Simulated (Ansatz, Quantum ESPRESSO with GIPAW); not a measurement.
# CO2: from the crystal structure to its NMR spectrum, part 2 of 2

Wanted: NMR shieldings and quadrupolar couplings for each site of CO2.

Quantum ESPRESSO with GIPAW; LDA.

So far. Step 3 (GIPAW: job nmr): In this run the largest span is that of C (site symmetry 2/m), with principal values -81.5, -81.2 and 269.5 ppm. On O the most shielded direction lies along its short bond to C: a field along the bond can't mix the bonding orbital with those across it, so the paramagnetic term is smallest there.

## (4) Field gradients

Level of this step: DFT, LDA, plane-wave PAW, default files, scalar-relativistic, field gradients (Ansatz).

17O has a quadrupole moment, which couples to the field gradient and broadens the lines. The gradient is a property of the ground-state density and needs no response; it is taken from a second code that counts the whole PAW charge. C_Q = eQV_zz/h, with Q = -0.02558 barn for 17O.

This step: DFT, LDA, plane-wave PAW, default files (PAW set soft_2), scalar-relativistic, field gradients (Ansatz 0.2.0), on the same atoms.

File input.yaml:

```yaml
crystal:
  lattice:
    - [2.63591123, -2.38737812, 0.0]
    - [2.63591123, 2.38737812, 0.0]
    - [0.0, 0.0, 6.58717491]
  atoms:
    - { symbol: O, position: [0.3052446051, 0.6947553949, 0.6055732551] }
    - { symbol: O, position: [0.6947553949, 0.3052446051, 0.3944267449] }
    - { symbol: O, position: [0.1947553949, 0.8052446051, 0.1055732551] }
    - { symbol: O, position: [0.8052446051, 0.1947553949, 0.8944267449] }
    - { symbol: C, position: [0.5, 0.5, 0.5] }
    - { symbol: C, position: [0.0, 0.0, 0.0] }
kpoints:
  mp_grid: { grid: [5, 5, 3] }
scf:
  occupations: { method: fixed }
hamiltonian:
  xc: lda
output:
  forces: false
  stress: false
  efg: { quadrupole_moments_barn: { O: -0.02558 } }
  write_density: true
  write_potential: true
  elf: true
  volumetric_format: npy
```

On the command line:

```bash
$ ansatz run input.yaml --threads 4 --pin off --max-ram 8192MiB --backend cpu --events-out ev --progress --plain --runs-dir out
```

Log:

```text
[... set-up, SCF cycles and energies left out ...]
--- PAW observables at the nuclei: V_zz in 10²¹ V/m², potentials from the cell's mean, atoms counted from 1 ---
  atom   1  O  V_zz =    +6.298876   η = 0.0368   by run symmetry: allowed   C_q = -3.8960 MHz
  atom   2  O  V_zz =    +6.298876   η = 0.0368   by run symmetry: allowed   C_q = -3.8960 MHz
  atom   3  O  V_zz =    +6.298876   η = 0.0368   by run symmetry: allowed   C_q = -3.8960 MHz
  atom   4  O  V_zz =    +6.298876   η = 0.0368   by run symmetry: allowed   C_q = -3.8960 MHz
  atom   5  C  V_zz =    -2.981816   η = 0.0187   by run symmetry: allowed
  atom   6  C  V_zz =    -2.981816   η = 0.0187   by run symmetry: allowed
--- Band table (eV; the first three rows and the last of 18) ---
  k-point 0: bands = ["-22.3338", "-22.1616", "-21.1919", "-21.1148", "-6.9376", "-6.8816", "-6.8412", "-5.8553", "-5.3858", "-5.3376", "-5.3132", "-5.2946", "-2.7773", "-2.7161", "-2.4201", "-2.3518", "4.6147", "5.2970", "5.9070", "5.9920", "6.9406", "7.5670"]
  k-point 1: bands = ["-22.2939", "-22.2081", "-21.1692", "-21.1310", "-7.0853", "-7.0320", "-6.3412", "-5.8103", "-5.5417", "-5.4062", "-5.3646", "-5.3190", "-2.6893", "-2.6155", "-2.5113", "-2.4287", "5.1127", "5.4605", "5.8059", "6.1915", "6.4120", "6.7486"]
  k-point 2: bands = ["-22.2769", "-22.1336", "-21.2026", "-21.1440", "-7.1898", "-6.8730", "-6.5265", "-6.1293", "-5.6727", "-5.5588", "-5.3964", "-5.3467", "-2.7034", "-2.4217", "-2.3850", "-2.2257", "5.2468", "5.5418", "5.9322", "6.1663", "6.8569", "8.0446"]
  k-point 17: bands = ["-22.0507", "-22.0232", "-21.2431", "-21.2373", "-7.2812", "-7.1085", "-6.6627", "-6.4473", "-6.3688", "-5.9825", "-5.8371", "-5.5265", "-2.4956", "-2.2479", "-2.2181", "-1.9541", "6.2446", "6.7566", "6.9425", "7.0446", "8.9392", "9.2370"]

[the lines on potentials at the nuclei are left out]
```

Elapsed: 0.44 s, on 4 threads of Intel Xeon 6975P-C (Granite Rapids), shared host; peak memory 0.43 GiB; 1.2 s of CPU time.

gipaw.x (job efg) gives them too, in 1.5 s; on PAW files it lacks the augmentation charge of neighbouring atoms. V_zz in 10²¹ V/m²:

| site | Ansatz | gipaw.x | η_Q, first | η_Q, second |
| --- | --- | --- | --- | --- |
| O | 6.299 | 5.984 | 0.04 | 0.04 |
| C | -2.982 | -4.264 | 0.02 | 0.01 |

Among gradients over 0.05 the ratio is farthest from one on C, by 43 %; the first column is used below.

Among nuclei of half-integer spin the second-order effect is largest for 17O on O (spin 5/2, C_Q -3.90 MHz): at 9.4 T it moves the centre of gravity of the MAS line by -31 ppm from δ_iso, and by a quarter of that at twice the field, by δ_Q = −(3/40)(C_Q/ν0)²(1 + η²/3)[I(I+1) − 3/4]/[I²(2I−1)²] × 10⁶ ppm with ν0 = 54.3 MHz.

## (5) From shieldings to shifts

A shielding is counted from the bare nucleus and a shift from a reference compound, with the opposite sign. A fitted line does better than one reference, as its slope takes up part of the functional's error.

Shifts follow from reference lines fitted to measured solids with this functional and these files. 13C: δ = (159.6 − σ) / 1.019, zero at TMS, fitted to 5 measured values, from C, Li2CO3, MgCO3, Na2CO3 and SiC, with a scatter of 0.55 ppm r.m.s., on σ without the shape term. Kinds of site that fitted badly were split off after the misses were seen, so the scatter is that of the points kept.

Covalently bonded atoms count as neighbours within 1.18 times the sum of their radii. Otherwise a cation's neighbours lie within 1.2 times its shortest bond (1.3 for large cations, each anion's radius taken off where they differ), and an anion's are the cations that count it.

| site | atom no. | atoms in cell | surroundings | bonds (Å) | δ_iso (ppm) | C_Q (MHz) | η_Q |
| --- | --- | --- | --- | --- | --- | --- | --- |
| O | 1 | 4 | bound to C | 1.161 | - | -3.90 | 0.04 |
| C | 5 | 2 | CO2 | 1.161 | 121.7 | - | - |

Simulated spectrum: 13C MAS at 30 kHz, 23.5 T (251.6 MHz), lines broadened by 1.2 ppm; rigid lattice, with dipolar and J couplings left out. Its lines over 1.5 % of the strongest:

| δ (ppm) | area |
| --- | --- |
| 360.2 | 0.03 |
| 240.9 | 0.38 |
| 121.7 | 1.00 |
| 2.5 | 0.21 |
| -116.7 | 0.10 |

Spinning sidebands lie 119.2 ppm apart.

Simulated spectrum: 17O static powder, 9.4 T (54.3 MHz), central transition to second order, lines broadened by 7.4 ppm; the axis counts ppm from the isotropic position of O, as −Δσ; rigid lattice, with dipolar and J couplings and satellite transitions left out.

offset (ppm), intensity and a bar:
```
      203       0.00 
      188       0.00 
      174       0.01 
      160       0.39 ############
      155       0.73 ######################
      146       0.43 #############
      132       0.28 #########
      118       0.23 #######
      105       0.20 ######
       90       0.18 #####
       76       0.17 #####
       63       0.16 #####
       48       0.15 ####
       34       0.14 ####
       20       0.14 ####
        7       0.13 ####
       -8       0.13 ####
      -22       0.13 ####
      -35       0.13 ####
      -50       0.13 ####
      -64       0.13 ####
      -77       0.13 ####
      -91       0.14 ####
     -106       0.14 ####
     -120       0.14 ####
     -133       0.15 ####
     -148       0.16 #####
     -162       0.17 #####
     -175       0.20 ######
     -189       0.25 #######
     -204       0.70 #####################
     -209       1.00 ##############################
     -217       0.23 #######
     -231       0.01 
     -246       0.00 
     -259       0.00
```

Most prominent maxima (ppm: height): 155: 0.73, -209: 1.00.

## (6) Cost against result

Each row names what was changed: the structure as given shows what the relaxation did; another mesh tests the sampling of the zone; non-relativistic files show the scalar-relativistic share; GIPAW's default projectors test the reconstruction.

Changes of σ_iso (ppm) against the run above (LDA, cutoffs 55 and 330 Ry, mesh 5×5×3, 5 min). Times are CPU times of pw.x and gipaw.x together, on 4 MPI ranks of Intel Xeon 6975P-C (Granite Rapids), shared host; on a shared host they are rough.

| run | CPU time | f-sum miss | O | C |
| --- | --- | --- | --- | --- |
| structure as given | 5 min | 0.0016 | -4.4 | -1.1 |
| mesh 6×6×3 | 7.3 min | 0.0016 | -0.0 | +0.0 |
| non-relativistic files | 5.4 min | 0.0015 | +0.4 | +0.2 |
| GIPAW's own projectors | 4.8 min | 0.0015 | -2.7 | -1.1 |
| mesh 3×3×2 (coarse on purpose) | 2.3 min | 0.029 | -0.5 | -0.0 |

The largest move is -4.4 ppm, on O, from structure as given.

## (7) Summary of results

```yaml
13c_shift: 121.7 ppm
17o_shielding_without_shape_term: 176.6 ppm
17o_size_of_c_q: 3.90 MHz
```

13C has one site (CO2), with isotropic shift 121.7 ppm. Going to mesh 6×6×3 changes no isotropic shielding by more than 0.0037 ppm, so the main run is converged in that respect. A higher cutoff was not carried through on these files. The cheaper run with mesh 3×3×2 takes about 45 % of the time and is off by 0.016 ppm on C, and by 0.54 ppm at most. In PBE checks against another PAW code, field gradients made this way came out 2 to 6 % larger on O (three silicas and corundum) and 10 % smaller on Al (corundum alone). This build of gipaw.x prints that it is not audited and that its numbers are no references by themselves. It also reports spline_ps as false although the input sets it; why was not traced.

[Banner, clock, file and message-heading lines were taken out of the pw.x and gipaw.x logs.]

[Logs are printed without paths, hosts, clocks, repeated set-up lines and the standing remarks that a program may print on its own settings, such as how far it seeks lower states.]

[Hosts, paths, dates, database ids (printed as entryN), source tags and the programs' standing remarks are cut or masked in the printed files.]

[Where no reference line passes its bar on scatter, no shift is given, so a measured shift of this compound may stand uncompared.]
